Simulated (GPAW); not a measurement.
Crystal: TiTe2.

```
CELL_PARAMETERS angstrom
3.77700 0.00000 0.00000
-1.88850 3.27098 0.00000
0.00000 0.00000 6.49800
ATOMIC_POSITIONS crystal
Te 0.33333 0.66667 0.73720
Te 0.66667 0.33333 0.26280
Ti 0.00000 0.00000 0.00000
```

| Item | Value |
| --- | --- |
| Program | GPAW 26.7.0 |
| Task | relaxation of cell and atoms |
| Functional | PBEsol |
| Potentials or basis | PAW data sets generated in the run's folder for this functional |
| Cutoff | 600 eV |
| Basis | pw |
| k mesh | 7 × 7 × 4 |
| Occupations | fermi-dirac, width 0.05 eV |
| Spin | no spin polarisation |

At the start: pressure -2.6 GPa; volume 26.76 Å³/atom.

Task: How do energy, volume and symmetry change on relaxing?

Result: Over 9 steps the energy falls by 9.7 meV/atom and the volume is 25.17 Å³/atom (-5.9 %); space group P-3m1 (No. 164, to 0.05 Å).

Step by step:
```csv
step,energy change (eV),largest force (eV/Å),pressure (GPa),volume (Å³)
1,0.0000,0.1506,-2.64,80.28
2,-0.0076,0.0802,-2.19,79.78
3,-0.0208,0.2134,-0.18,77.61
4,-0.0218,0.2016,-0.16,77.48
5,-0.0276,0.0124,-0.01,75.74
6,-0.0278,0.0122,-0.03,75.77
7,-0.0289,0.0079,-0.15,75.88
8,-0.0292,0.0028,-0.13,75.72
9,-0.0290,0.0003,-0.04,75.51
```

Final structure:
```
CELL_PARAMETERS angstrom
3.70458 0.00000 0.00000
-1.85229 3.20826 0.00000
0.00000 0.00000 6.35304
ATOMIC_POSITIONS crystal
Te 0.33333 0.66667 0.73080
Te 0.66667 0.33333 0.26920
Ti 0.00000 0.00000 0.00000
```

Caveat: later steps reuse the first step's grids; this functional lacks dispersion, which binds the layers, so the pressure and a relaxed spacing across them are unreliable.
